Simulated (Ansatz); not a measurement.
A relaxation computed with Ansatz, from input to last step.

```yaml
crystal:
  lattice:
    - [4.1550080601, 0.0, 0.0]
    - [0.0, 5.912114246, 0.0]
    - [0.0, 0.0, 5.5592469777]
  atoms:
    - { symbol: Ba, position: [0.0, 0.5, 0.5025068459] }
    - { symbol: Ba, position: [0.0, 0.0, 0.0025068459] }
    - { symbol: Ti, position: [0.5, 0.5, 0.0139222976] }
    - { symbol: Ti, position: [0.5, 0.0, 0.5139222976] }
    - { symbol: O, position: [0.5, 0.744265817, 0.2360345677] }
    - { symbol: O, position: [0.5, 0.255734183, 0.2360345677] }
    - { symbol: O, position: [0.0, 0.5, 0.9914017212] }
    - { symbol: O, position: [0.5, 0.244265817, 0.7360345677] }
    - { symbol: O, position: [0.5, 0.755734183, 0.7360345677] }
    - { symbol: O, position: [0.0, 0.0, 0.4914017212] }
basis:
  ecutwfc: 500
kpoints:
  mp_grid: { grid: [6, 4, 4] }
hamiltonian:
  xc: r2scan
  hubbard: { sites: [{ species: Ti, l: d, u_eff: 4.0 }] }
scf:
  occupations: { method: gaussian, width: 0.02 }
output:
  forces: true
  stress: true
  eigenvalues: true
relax:
  adjacent_minimum: "off"
  f_tol: 0.008
  max_steps: 40
  cell: { stress_tol: 0.015, fix: [a, b, gamma] }
```

```bash
ansatz run input.yaml --threads 1 --pin off --max-ram 2560MiB --backend cpu --events-out ev --progress --plain --runs-dir out
```

Level of theory: Ansatz 0.2.0, DFT r2SCAN+U, scalar-relativistic, plane waves, PAW.

Of 7 frames 6 are shown, positions in Å and forces in eV/Å; the SCF threshold varies from step to step. Steps run on the plane waves of an earlier cell, with a Pulay correction in the pressure. The basis is chosen afresh for the last frame, the zero of the energies, and at times for earlier ones too; energy and pressure step there, also at an unchanged geometry. The mark taken_back stands on steps that the optimiser undid.

```xyz
10
Lattice="4.1550 0.0000 0.0000 0.0000 5.9121 0.0000 0.0000 0.0000 5.5592" Properties=species:S:1:pos:R:3:forces:R:3 pbc="T T T" step=1 free_energy_over_end_meV_per_atom=1.55 pressure_GPa=-7.31
Ba    0.0000    2.9561    2.7936    0.0000    0.0000   -0.0137
Ba    0.0000    0.0000    0.0139    0.0000    0.0000   -0.0137
Ti    2.0775    2.9561    0.0774    0.0000    0.0000    0.0523
Ti    2.0775    0.0000    2.8570    0.0000    0.0000    0.0523
O     2.0775    4.4002    1.3122    0.0000   -0.1249   -0.0543
O     2.0775    1.5119    1.3122    0.0000    0.1249   -0.0543
O     0.0000    2.9561    5.5114    0.0000    0.0000    0.0700
O     2.0775    1.4441    4.0918    0.0000   -0.1249   -0.0543
O     2.0775    4.4680    4.0918    0.0000    0.1249   -0.0543
O     0.0000    0.0000    2.7318    0.0000    0.0000    0.0700
10
Lattice="4.1550 0.0000 0.0000 0.0000 5.9121 0.0000 0.0000 0.0000 5.6149" Properties=species:S:1:pos:R:3:forces:R:3 pbc="T T T" step=2 free_energy_over_end_meV_per_atom=1.05 pressure_GPa=-8.53
Ba    0.0000    2.9561    2.8260    0.0000    0.0000   -0.0659
Ba    0.0000    0.0000    0.0186    0.0000    0.0000   -0.0659
Ti    2.0775    2.9561    0.0713    0.0000    0.0000    0.2834
Ti    2.0775    0.0000    2.8788    0.0000    0.0000    0.2834
O     2.0775    4.3891    1.3216    0.0000   -0.0319   -0.0729
O     2.0775    1.5230    1.3216    0.0000    0.0319   -0.0729
O     0.0000    2.9561    5.5762    0.0000    0.0000   -0.0716
O     2.0775    1.4331    4.1291    0.0000   -0.0319   -0.0729
O     2.0775    4.4790    4.1291    0.0000    0.0319   -0.0729
O     0.0000    0.0000    2.7688    0.0000    0.0000   -0.0716
10
Lattice="4.1550 0.0000 0.0000 0.0000 5.9121 0.0000 0.0000 0.0000 5.6068" Properties=species:S:1:pos:R:3:forces:R:3 pbc="T T T" step=3 free_energy_over_end_meV_per_atom=1.43 pressure_GPa=-8.34 taken_back
Ba    0.0000    2.9561    2.7886    0.0000    0.0000    0.2059
Ba    0.0000    0.0000   -0.0148    0.0000    0.0000    0.2059
Ti    2.0775    2.9561    0.0830    0.0000    0.0000    0.0584
Ti    2.0775    0.0000    2.8864    0.0000    0.0000    0.0584
O     2.0775    4.3913    1.3287    0.0000   -0.0901   -0.1013
O     2.0775    1.5208    1.3287    0.0000    0.0901   -0.1013
O     0.0000    2.9561    5.5720    0.0000    0.0000   -0.0618
O     2.0775    1.4353    4.1321    0.0000   -0.0901   -0.1013
O     2.0775    4.4768    4.1321    0.0000    0.0901   -0.1013
O     0.0000    0.0000    2.7686    0.0000    0.0000   -0.0618
10
Lattice="4.1550 0.0000 0.0000 0.0000 5.9121 0.0000 0.0000 0.0000 5.5994" Properties=species:S:1:pos:R:3:forces:R:3 pbc="T T T" step=4 free_energy_over_end_meV_per_atom=0.69 pressure_GPa=-8.13
Ba    0.0000    2.9561    2.8099    0.0000    0.0000    0.0096
Ba    0.0000    0.0000    0.0102    0.0000    0.0000    0.0096
Ti    2.0775    2.9561    0.0768    0.0000    0.0000    0.1655
Ti    2.0775    0.0000    2.8765    0.0000    0.0000    0.1655
O     2.0775    4.3910    1.3203    0.0000   -0.0557   -0.0688
O     2.0775    1.5211    1.3203    0.0000    0.0557   -0.0688
O     0.0000    2.9561    5.5589    0.0000    0.0000   -0.0374
O     2.0775    1.4349    4.1200    0.0000   -0.0557   -0.0688
O     2.0775    4.4772    4.1200    0.0000    0.0557   -0.0688
O     0.0000    0.0000    2.7592    0.0000    0.0000   -0.0374
10
Lattice="4.1550 0.0000 0.0000 0.0000 5.9121 0.0000 0.0000 0.0000 5.6306" Properties=species:S:1:pos:R:3:forces:R:3 pbc="T T T" step=5 free_energy_over_end_meV_per_atom=0.16 pressure_GPa=-7.73
Ba    0.0000    2.9561    2.8412    0.0000    0.0000   -0.0066
Ba    0.0000    0.0000    0.0259    0.0000    0.0000   -0.0066
Ti    2.0775    2.9561    0.1050    0.0000    0.0000   -0.0641
Ti    2.0775    0.0000    2.9203    0.0000    0.0000   -0.0641
O     2.0775    4.3865    1.3112    0.0000   -0.0268    0.0237
O     2.0775    1.5256    1.3112    0.0000    0.0268    0.0237
O     0.0000    2.9561    5.5795    0.0000    0.0000    0.0235
O     2.0775    1.4305    4.1265    0.0000   -0.0268    0.0237
O     2.0775    4.4816    4.1265    0.0000    0.0268    0.0237
O     0.0000    0.0000    2.7642    0.0000    0.0000    0.0235
10
Lattice="4.1550 0.0000 0.0000 0.0000 5.9121 0.0000 0.0000 0.0000 5.6221" Properties=species:S:1:pos:R:3:forces:R:3 pbc="T T T" step=7 free_energy_over_end_meV_per_atom=0.00 pressure_GPa=-7.73
Ba    0.0000    2.9561    2.8318    0.0000    0.0000   -0.0004
Ba    0.0000    0.0000    0.0207    0.0000    0.0000   -0.0004
Ti    2.0775    2.9561    0.0982    0.0000    0.0000   -0.0017
Ti    2.0775    0.0000    2.9093    0.0000    0.0000   -0.0017
O     2.0775    4.3835    1.3144    0.0000    0.0006    0.0001
O     2.0775    1.5286    1.3144    0.0000   -0.0006    0.0001
O     0.0000    2.9561    5.5723    0.0000    0.0000    0.0019
O     2.0775    1.4274    4.1255    0.0000    0.0006    0.0001
O     2.0775    4.4847    4.1255    0.0000   -0.0006    0.0001
O     0.0000    0.0000    2.7613    0.0000    0.0000    0.0019
```

The run took 3.3 min on 1 thread of Intel(R) Xeon(R) 6975P-C (Granite Rapids), with other jobs on the host, peak memory 1 GiB.